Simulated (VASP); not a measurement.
# ZrB₂: self-consistent run, by functional and exact exchange

ZrB₂, P6/mmm (no. 191), 3 atoms in the cell.

| Functional | Exact exchange | Pressure (GPa) | Gap on the mesh (eV) | Time (s) |
|---|---|---|---|---|
| B1WC | 0.16 | -4.67 | 0.505 | 157 |
| B3P86 | 0.2 | -1.07 | 0.616 | 178 |
| B3PW91 | 0.2 | -1.10 | 0.615 | 178 |
| B97-2 | 0.21 | -2.72 | 0.634 | 135 |
| APBE0 | 0.25 | -1.46 | 0.744 | 169 |
| mPW1PW | 0.25 | -2.00 | 0.747 | 170 |
| HSE12 | 0.313 | -2.46 | 0.000 | 90 |
| HSE12s | 0.425 | -2.33 | 0.000 | 97 |

Limits: the k mesh is coarse, so the gap and the pressure can be far off.

## Input of the first row

INCAR.step1:
```
PREC = Accurate ; ENCUT = 450
EDIFF = 1E-5 ; ISMEAR = 0
SIGMA = 0.02 ; LREAL = False
LASPH = True ; ALGO = Normal
NELM = 100 ; ISIF = 2
LWAVE = True ; LCHARG = False
GGA = PE
```

INCAR.step2:
```
PREC = Accurate ; ENCUT = 450
EDIFF = 1E-6 ; ISMEAR = 0
SIGMA = 0.02 ; LREAL = False
LASPH = True ; ALGO = Normal
NELM = 100 ; ISIF = 2
LWAVE = False ; LCHARG = False
ISTART = 1 ; LHFCALC = True
AEXX = 0.16 ; PRECFOCK = Fast
GGA = LIBXC ; LIBXC1 = HYB_GGA_XC_B1WC
```

KPOINTS:
```
k-points
0
Gamma
  4 4 4
```

POSCAR:
```
ZrB2
1.0
    3.1700000000      0.0000000000      0.0000000000
   -1.5850000000      2.7453005300      0.0000000000
    0.0000000000      0.0000000000      3.5330000000
Zr B
1 2
Direct
    0.0000000000      0.0000000000      0.0000000000
    0.6666666667      0.3333333333      0.5000000000
    0.3333333333      0.6666666667      0.5000000000
```

Commands (each step's output is kept before the next begins):
```
cat potpaw_PBE.64/Zr_sv/POTCAR potpaw_PBE.64/B/POTCAR > POTCAR
cp INCAR.step1 INCAR
mpirun -np 1 vasp_std > vasp.out
cp INCAR.step2 INCAR
mpirun -np 1 vasp_std > vasp.out
```

Changes of the last row against the first:
```
(step 2)
- AEXX = 0.16
- LIBXC1 = HYB_GGA_XC_B1WC
+ AEXX = 0.425
+ LIBXC1 = HYB_GGA_XC_HSE12S
+ HFSCREEN = 0.408
```

VASP 6.6.1 took 157 s on 1 core (AMD EPYC 7R13 (Zen 3)), a shared host.
